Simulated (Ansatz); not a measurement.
# HfSiO₄: ¹⁷⁷Hf nuclear quadrupole resonance

Cell: a COD entry, its atoms then relaxed with PBE in this cell.

Space group I4_1/amd:1 (No. 141); a = 6.5725, c = 5.9632 Å.

| site | Wyckoff | site symmetry | x | y | z |
| --- | --- | --- | --- | --- | --- |
| Hf | 4a | -4m2 | 0.0000 | 0.5000 | 0.2500 |
| Si | 4b | -4m2 | 0.5000 | 0.0000 | 0.2500 |
| O | 16h | .m. | 0.5000 | 0.3147 | 0.8193 |

One atom of each set is listed; the run and its k-mesh use a cell of 12 atoms with edges of 5.52, 5.52, 5.52 Å.

Computed with Ansatz: DFT, PBEsol, plane waves and PAW, scalar-relativistic, 420 eV cutoff, Γ-centred 7×7×7 k-points, Fermi–Dirac smearing 0.02 eV.

¹⁷⁷Hf: I = 7/2, Q = 3365 mb (year-2017 value). Static lattice, zero field.

Q: Predict the zero-field ¹⁷⁷Hf lines of each site.

A: For I = 7/2 and η = 0 the lines are |C_Q|/14 times 1, 2 and 3; η shifts the lowest up most.

```tsv
site	atoms	V_zz (10²¹ V/m²)	C_Q (MHz)	η	line frequencies (MHz)
Hf	2	14.43	1174	0.00	83.8, 167.7, 251.5
```

Q: And for ¹⁷⁹Hf (I = 9/2, Q = 3793 mb) on Hf?

A: C_Q scales with Q to 1323 MHz, with lines at 55.1, 110.3, 165.4, 220.5 MHz.

An axis of threefold or higher order runs through Hf, so V_zz lies along it and η is zero.

Without spin–orbit coupling the gradients at and beside Hf can be off by some per cent, at some sites by more.

The run took 6.2 s of wall time (20 s of CPU time) and 0.79 GiB at its peak, on 4 threads of Intel Xeon Platinum 8488C (Sapphire Rapids) (x86_64; 16 cores open to the job, memory cap 8.0 GiB, no GPU), a shared host with a load of 0.5 a core.
